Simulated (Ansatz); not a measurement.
Runs of Ansatz 0.2.0 on Se. Symmetry: P3_121, No. 152, trigonal system. Conventional cell: a = 4.366 Å, b = 4.366 Å, c = 4.954 Å, α = 90.00°, β = 90.00°, γ = 120.00°. Se (site symmetry 2) has 2 Se at 2.37 Å as nearest neighbours. 

```tsv
task	level	potentials or basis	spin	cell	k mesh	cutoff (eV)	smearing	mesh quality	gap on the mesh (eV)	pressure (GPa)	V0 of scaled cells (Å³/atom)	B0 (GPa)	largest force (eV/Å)
equation of state	PBE	Ansatz PAW	off	as given	7 × 7 × 6	420	fermi-dirac 0.05 eV	not flagged	-	-	28.66	50	-
density of states	PBE0	Ansatz PAW	SOC, no magnetisation	volume scaled by 1.08	5 × 5 × 4	420	methfessel-paxton 0.05 eV	not flagged	2.62	-3.2	-	-	0.89
equation of state	LDA	JTH PAW LDA	non-collinear, ferrimagnetic start	as given	7 × 7 × 6	270	tetrahedron	not flagged	-	-	(a)	61	-
single point	PBE	Ansatz PAW	off	atoms moved at random, drawn with an rms of 0.05 Å	7 × 7 × 6	420	fermi-dirac 0.05 eV	not flagged	0.92	2.6	-	-	0.63
atomic charges	HSE03+D4	Ansatz PAW	SOC, no magnetisation	as given	4 × 4 × 3	420	fermi-dirac 0.15 eV	coarse	(b)	(c)	-	-	0.09
single point	PBE	Ansatz PAW	off	as given	7 × 7 × 6	420	fermi-dirac 0.05 eV	not flagged	1.21	2.8	-	-	(d)
```

Task: Fill in the values left out.

Result: (a) 26.66; (b) 2.06; (c) -1.0; (d) 0.40.

Caveats: some runs use coarse meshes; odd divisions of the mesh miss points on the zone boundary, where band edges often lie, so the gap on the mesh can be too wide (some runs); the cell was scaled at fixed shape and fractional positions, which overstates the stiffness of a crystal with free parameters, most of all of layers and chains (some runs); the PAW data sets come from PBE, with cores solved anew for the run's functional, which leaves a small shift of forces and pressure (some runs); the thresholds are loose for stress (some runs); the dispersion damping was fitted for another functional or another form of the correction (some runs).

A k mesh can miss the band edges, and rows without SOC leave out spin-orbit coupling on Se.
